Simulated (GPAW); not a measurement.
# SnO2 (Pa-3) in GPAW: reference runs

Aim: a first look at SnO2 with PBE, on the cell as given.

Everything below comes from runs of GPAW 26.7.0. Logs are shortened: lines on timing, memory, paths and dates and some standing lists are left out, and cuts for length are marked. The log counts tension as positive stress, the text compression.

## (1) The structure

The structure is cubic, space group Pa-3 (No. 205). Conventional cell: a = 5.175 Å, b = 5.175 Å, c = 5.175 Å, α = 90.00°, β = 90.00°, γ = 90.00°. Sn (site symmetry -3) is surrounded by 6 O at 2.11 Å. Around O (site symmetry 3) lie 3 Sn at 2.11 Å.

Measurements of this composition are mostly on another form, of space group No. 136.

## (2) Single point, PBE

run.py reads:

```python
from ase import Atoms
from ase.dft.bandgap import bandgap
from ase.io import write
from ase.units import Bohr, GPa
from gpaw import GPAW, PW
from gpaw.elf import elf_from_dft_calculation

atoms = Atoms(['Sn', 'Sn', 'Sn', 'Sn', 'O', 'O', 'O', 'O', 'O', 'O', 'O', 'O'],
              cell=[[5.175256, 0.0, 0.0],
                    [0.0, 5.175256, 0.0],
                    [0.0, 0.0, 5.175256]],
              scaled_positions=[[0.0, 0.0, 0.0],
                                [0.5, 0.0, 0.5],
                                [0.5, 0.5, 0.0],
                                [0.0, 0.5, 0.5],
                                [0.661098, 0.838902, 0.161098],
                                [0.838902, 0.161098, 0.661098],
                                [0.161098, 0.661098, 0.838902],
                                [0.338902, 0.338902, 0.338902],
                                [0.661098, 0.661098, 0.661098],
                                [0.838902, 0.338902, 0.161098],
                                [0.161098, 0.838902, 0.338902],
                                [0.338902, 0.161098, 0.838902]],
              pbc=True)

calc = GPAW(mode=PW(800),
            xc='PBE',
            kpts={'size': (5, 5, 5), 'gamma': True},
            occupations={'name': 'fermi-dirac', 'width': 0.05},
            nbands=81,
            convergence={'density': 1e-05, 'energy': 1e-05},
            maxiter=150,
            txt='gpaw.txt')
atoms.calc = calc
energy = atoms.get_potential_energy()
forces = atoms.get_forces()
stress = atoms.get_stress()
calc.write('gs.gpw')
write('result.traj', atoms)
print(f'Energy: {energy:.6f} eV')
print('Forces (eV/A):')
print(forces.round(4))
print('Stress (GPa):', (stress / GPa).round(3))
print('Fermi level:', round(calc.get_fermi_level(), 4), 'eV')
print(f'Gap: {bandgap(calc)[0]:.4f} eV, direct: {bandgap(calc, direct=True)[0]:.4f} eV')

# fields on the real-space grid
write('density.cube', atoms, data=calc.get_pseudo_density() * Bohr**3)
write('potential.cube', atoms, data=calc.get_electrostatic_potential())
write('elf.cube', atoms, data=elf_from_dft_calculation(calc).data)
```

Potentials or basis: GPAW PAW data sets (gpaw-data 1.2.1), pw.

Started as:

```console
OMP_NUM_THREADS=1 python run.py
```

gpaw.txt:

```text
__  _  _
 | _ |_)|_||  |
 |__||  | ||/\| - 26.7.0

Input parameters:
  mode=PW(ecut=800.0),
  convergence={'density': 1e-05, 'energy': 1e-05},
  kpts=MonkhorstPack(size=(5, 5, 5), gamma=True),
  maxiter=150,
  nbands=81,
  occupations=Occupations(name='fermi-dirac', width=0.05),
  xc=XC(name='PBE')

Diagonalizing LCAO Hamiltonian
Converting LCAO to pw mode
    .------------.
   /|            |
  / |O           |
 *  | O     O    |
 |  | O          |
 |Sn|       O    |
 |  .-OSn---O----.
 | /         O  /
 |/      Sn    /
 Sn-----------*

Atoms  # Å, Bohr magnetons
|    | symbol |        x |        y |        z |    initial magnetic moments |
|----|--------|----------|----------|----------|-----------------------------|
|  0 |     Sn | 0.000000 | 0.000000 | 0.000000 | ( 0.0000,  0.0000,  0.0000) |
|  1 |     Sn | 2.587628 | 0.000000 | 2.587628 | ( 0.0000,  0.0000,  0.0000) |
|  2 |     Sn | 2.587628 | 2.587628 | 0.000000 | ( 0.0000,  0.0000,  0.0000) |
|  3 |     Sn | 0.000000 | 2.587628 | 2.587628 | ( 0.0000,  0.0000,  0.0000) |
|  4 |      O | 3.421351 | 4.341533 | 0.833723 | ( 0.0000,  0.0000,  0.0000) |
|  5 |      O | 4.341533 | 0.833723 | 3.421351 | ( 0.0000,  0.0000,  0.0000) |
|  6 |      O | 0.833723 | 3.421351 | 4.341533 | ( 0.0000,  0.0000,  0.0000) |
|  7 |      O | 1.753905 | 1.753905 | 1.753905 | ( 0.0000,  0.0000,  0.0000) |
|  8 |      O | 3.421351 | 3.421351 | 3.421351 | ( 0.0000,  0.0000,  0.0000) |
|  9 |      O | 4.341533 | 1.753905 | 0.833723 | ( 0.0000,  0.0000,  0.0000) |
| 10 |      O | 0.833723 | 4.341533 | 1.753905 | ( 0.0000,  0.0000,  0.0000) |
| 11 |      O | 1.753905 | 0.833723 | 4.341533 | ( 0.0000,  0.0000,  0.0000) |

Unit cell  # Å
| periodic |        x |        y |        z |  lengths |    angles |
|----------|----------|----------|----------|----------|-----------|
|      yes | 5.175256 | 0.000000 | 0.000000 | 5.175256 | 90.000000 |
|      yes | 0.000000 | 5.175256 | 0.000000 | 5.175256 | 90.000000 |
|      yes | 0.000000 | 0.000000 | 5.175256 | 5.175256 | 90.000000 |

Number of symmetries: 6
Symmetry operations  # r_c * U_cc + t_c -> r_c
|   | kind |            matrix            |
|---|------|------------------------------|
| 0 |  E   |  1, 0, 0,  0, 1, 0,  0, 0, 1 |
| 1 |  C3  |  0, 1, 0,  0, 0, 1,  1, 0, 0 |
| 2 |  C3  |  0, 0, 1,  1, 0, 0,  0, 1, 0 |
| 3 |  S6  |  0, 0,-1, -1, 0, 0,  0,-1, 0 |
| 4 |  S6  |  0,-1, 0,  0, 0,-1, -1, 0, 0 |
| 5 |  i   | -1, 0, 0,  0,-1, 0,  0, 0,-1 |

BZ-sampling:
  Number of BZ points: 125
  Number of IBZ points: 23

  Monkhorst-Pack size: [5, 5, 5]
  Monkhorst-Pack shift: [0, 0, 0]

K-points  # in reciprocal-cell coordinates
|     |                                coordinates |     weight |
|-----|--------------------------------------------|------------|
|   0 | (  0.00000000,   0.00000000,   0.00000000) | 0.00800000 |
|   1 | (  0.20000000,   0.00000000,  -0.20000000) | 0.04800000 |
|   2 | (  0.20000000,   0.00000000,   0.00000000) | 0.04800000 |
|   3 | (  0.20000000,   0.20000000,  -0.20000000) | 0.04800000 |
|   4 | (  0.20000000,   0.20000000,   0.00000000) | 0.04800000 |
|   5 | (  0.20000000,   0.20000000,   0.20000000) | 0.01600000 |
|   6 | (  0.40000000,  -0.20000000,  -0.40000000) | 0.04800000 |
|   7 | (  0.40000000,  -0.20000000,  -0.20000000) | 0.04800000 |
|   8 | (  0.40000000,  -0.20000000,   0.00000000) | 0.04800000 |
|   9 | (  0.40000000,  -0.20000000,   0.20000000) | 0.04800000 |
| ... |                                            |            |
|  22 | (  0.40000000,   0.40000000,   0.40000000) | 0.01600000 |

Plane wave coefficients: 7138
Cutoff: 800.0 eV

Spin-components: 1 (collinear spins)
Bands:           81
Projectors:      64
Spin-degeneracy: 2
Datatype:        complex128

Parallelization:
  kpt:    1
  domain: 1
  band:   1

Density:
  Valence electrons: 104.0
  Components: 1
  Grid points: [35 35 35]
  Charge: 0.0  # |e|

Potential:
  Grid points: [35 35 35]

species:
  Sn:
    name:    Tin
    Z:       50.0
    valence: 14
    core:    36
    charge:  0.0  # [|e|]
    compensation charges:
      type: gauss
      rc: 0.38  # [Å]
      lmax: 2
    cutoffs:
      filter: 2.23  # [Å]
      core: 2.35  # [Å]
    projectors
    | kind |    occ | energy [eV] | rcut [Å] |
    |------|--------|-------------|----------|
    |   5s |  2.000 |     -10.538 |    1.201 |
    |   5p |  2.000 |      -3.696 |    1.270 |
    |   4d | 10.000 |     -25.845 |    1.185 |
    |    s |        |      16.674 |    1.201 |
    |    p |        |      23.515 |    1.270 |
    |    d |        |       1.367 |    1.185 |

    Using partial waves for Sn as LCAO basis

  O:
    name:    Oxygen
    Z:       8.0
    valence: 6
    core:    2
    charge:  0.0  # [|e|]
    compensation charges:
      type: gauss
      rc: 0.21  # [Å]
      lmax: 2
    cutoffs:
      filter: 1.17  # [Å]
      core: 0.83  # [Å]
    projectors
    | kind |    occ | energy [eV] | rcut [Å] |
    |------|--------|-------------|----------|
    |   2s |  2.000 |     -23.961 |    0.688 |
    |   2p |  4.000 |      -9.029 |    0.598 |
    |    s |        |       3.251 |    0.688 |
    |    p |        |      18.182 |    0.598 |
    |    d |        |       0.000 |    0.619 |

    Using partial waves for O as LCAO basis

Reference energy: -688369.591638  # eV

eigensolver:
  PPCG
  Converge bands: occupied
  niter=2

density mixing:
  MSR1-Mixer
  Pratt-step length: 0.05
  Maximum mixing coefficient: 0.75
  Old densities: 10
  SVD Regularization: 0.005
  Good broyden scale: 1.0
  Trust region scale: 1.0
  Backstep threshold: 4.0
  History deletion threshold: 6.0
  Fourier metric: weight=20.0, sigma=0.015

occupation numbers:
  Fermi-Dirac:
    width: 0.0500  # eV

poisson solver:
  ecut: 6400.0  # eV

xc functional:
  name: PBE with 2 nearest neighbor stencil

convergence criteria:
- Maximum integral of absolute [dens]ity change: 1e-05 electrons / valence electron
- Maximum [total energy] change in last 3 cyles: 1e-05 eV / valence electron
- Maximum integral of absolute [eigenst]ate change: 4e-08 eV^2 / valence electron
maximum number of iterations: 150

SCF iterations
|iter     | |      energy | eigst |  dens |
|---------|-|-------------|-------|-------|
|iter:   1| |  -87.843460 | +0.48 |       |
|iter:   2| |  -84.841829 | -0.98 | -0.87 |
|iter:   3| |  -76.548901 | -0.42 | -0.93 |
|iter:   4| |  -76.463772 | -1.95 | -1.46 |
|iter:   5| |  -76.480362 | -3.16 | -1.78 |
|iter:   6| |  -76.481578 | -4.26 | -2.77 |
|iter:   7| |  -76.481784 | -4.97 | -3.23 |
|iter:   8| |  -76.481675c| -5.48 | -3.47 |
|iter:   9| |  -76.481677c| -6.84 | -4.30 |
|iter:  10| |  -76.481677c| -7.51c| -4.86 |
|iter:  11| |  -76.481677c| -7.77c| -5.30c|

Converged in 11 steps
Energy contributions relative to reference atoms: (reference = -688369.591638)

Energy contributions:
  Kinetic:         115.695852
  Coulomb:        -104.188198
  Zero:              0.748321
  External:          0.000000
  Xc:              -88.737550
  Entropy:          -0.000206
  Spinorbit:         0.000000
  ----------------------------
  Free energy:     -76.481780
  Extrapolated:    -76.481677

dipole moment: (-33.879930, -33.879930, -33.879930)  # |e|*Ang

Fermi level: 6.883
Eigenvalues  # (at kpt = [0.000, 0.000, 0.000])
| band index |      eig [eV] | occ [0-2] |
|------------|---------------|-----------|
|          0 |       -14.311 |     2.000 |
|        ... |               |           |
|         44 |         5.464 |     2.000 |
|         45 |         5.464 |     2.000 |
|         46 |         5.776 |     2.000 |
|         47 |         5.776 |     2.000 |
|         48 |         6.206 |     2.000 |
|         49 |         6.428 |     2.000 |
[... 8 lines left out ...]
|         58 |        13.852 |     0.000 |
|         59 |        15.035 |     0.000 |
|        ... |               |           |
|         80 |        25.895 |     0.000 |

Gap: 0.598 eV
Transition (v -> c):
  (s=0, k=12, n=51, [0.40, 0.00, 0.00]) -> (s=0, k=0, n=52, [0.00, 0.00, 0.00])
Direct/indirect transitions are different
Direct gap: 0.657 eV
Transition at: (s=0, k=0, n=51, [0.00, 0.00, 0.00])

Forces  # eV/Ang
|        x |        y |        z |
|----------|----------|----------|
|  0.00000 |  0.00000 | -0.00000 |  # Sn   0
|  0.00000 |  0.00000 |  0.00000 |  # Sn   1
|  0.00000 |  0.00000 |  0.00000 |  # Sn   2
|  0.00000 |  0.00000 |  0.00000 |  # Sn   3
|  0.00185 | -0.00204 |  0.00205 |  # O    4
| -0.00204 |  0.00205 |  0.00185 |  # O    5
|  0.00205 |  0.00185 | -0.00204 |  # O    6
| -0.00186 | -0.00186 | -0.00186 |  # O    7
|  0.00186 |  0.00186 |  0.00186 |  # O    8
| -0.00205 | -0.00185 |  0.00204 |  # O    9
|  0.00204 | -0.00205 | -0.00185 |  # O   10
| -0.00185 |  0.00204 | -0.00205 |  # O   11

Stress tensor  # eV/Ang^3
|         x |         y |         z |
|-----------|-----------|-----------|
|  0.012735 | -0.000001 | -0.000001 |
| -0.000001 |  0.012735 | -0.000001 |
| -0.000001 | -0.000001 |  0.012735 |

# Writing to gs.gpw (mode='')
```

It took 2.1 min on 1 thread of AMD EPYC 9R45 (Zen 5), shared host; peak memory 0.5 GiB.

Results:

| Quantity | Value |
| --- | --- |
| Free energy | -76.4818 eV |
| Pressure | -2.0 GPa |
| Largest force | 0.003 eV/Å |
| Band gap on the k mesh | 0.60 eV, indirect (least direct gap 0.66 eV) |

Forces in eV/Å, atoms in the order of the input:
```
Sn   0.000  0.000  0.000
Sn   0.000  0.000  0.000
Sn   0.000  0.000  0.000
Sn   0.000  0.000  0.000
O    0.002 -0.002  0.002
O   -0.002  0.002  0.002
O    0.002  0.002 -0.002
O   -0.002 -0.002 -0.002
O    0.002  0.002  0.002
O   -0.002 -0.002  0.002
O    0.002 -0.002 -0.002
O   -0.002  0.002 -0.002
```

Caveat: spin-orbit coupling is left out, which moves the levels of the heavy elements; an odd mesh through Γ misses points on the zone boundary, where band edges often lie. A hybrid or GW would open this gap; PBE tends to underestimate it.
